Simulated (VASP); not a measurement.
Input of a VASP 6.6.1 run:

Contents of INCAR:

```
PREC = Accurate ; ENCUT = 520
EDIFF = 1E-6 ; ISMEAR = 0
SIGMA = 0.03 ; LREAL = False
LASPH = True ; NELM = 80
ALGO = Normal ; ISIF = 2
LWAVE = False ; LCHARG = True
LDIPOL = True ; IDIPOL = 3
DIPOL = 0.5 0.5 0.500 ; GGA = PE
LVHAR = True ; LVACPOTAV = True
KPAR = 4
```

Contents of KPOINTS:

```
regular mesh
0
Gamma
  4 7 1
```

The input POSCAR:

```
Si                                      
1.0
    7.7337965900      0.0000000000      0.0000000000
    0.0000000000      3.8668983000      0.0000000000
    0.0000000000      0.0000000000     12.4357750000
  Si            
    12
Direct
     0.8614525956814698    0.0000000000000000    0.2812735187144019
     0.5745798071364475    0.0000000000000000    0.2205570808008994
     0.5228960865981435    0.5000000000000000    0.3314356081449453
     0.0116938039008091    0.5000000000000000    0.3311313327917142
     0.2670994246656648    0.5000000000000000    0.4427996736304546
     0.7622782820174652    0.5000000000000000    0.4476968266011092
     0.7622782820174652    0.0000000000000000    0.5523031733988907
     0.2670994246656648    0.0000000000000000    0.5572003263695453
     0.5228960865981435    0.0000000000000000    0.6685643918550546
     0.0116938039008091    0.0000000000000000    0.6688686672082857
     0.8614525956814698    0.5000000000000000    0.7187264812855976
     0.5745798071364475    0.5000000000000000    0.7794429191991005
```

Potentials or basis: VASP PAW PBE potentials, release 64 (Si).

The run is started by

```console
$ cat potpaw_PBE.64/Si/POTCAR > POTCAR
$ mpirun -np 4 vasp_std > vasp.out
```

Task: What does it give for the band gap on the k mesh?

Result: 0.31 eV, indirect (least direct gap 0.66 eV).

Task: What does it give for the largest force?

Result: 0.010 eV/Å.

Forces on the atoms (eV/Å):
```
Si   0.001  0.000 -0.001
Si  -0.001  0.000  0.002
Si  -0.002  0.000 -0.006
Si   0.000  0.000 -0.005
Si  -0.002  0.000 -0.009
Si   0.004  0.000  0.002
Si   0.004  0.000 -0.002
Si  -0.002  0.000  0.009
Si  -0.002  0.000  0.006
Si   0.000  0.000  0.005
Si   0.001  0.000  0.001
Si  -0.001  0.000 -0.002
```

PBE gaps usually lie below the measured ones, often by a third to a half.
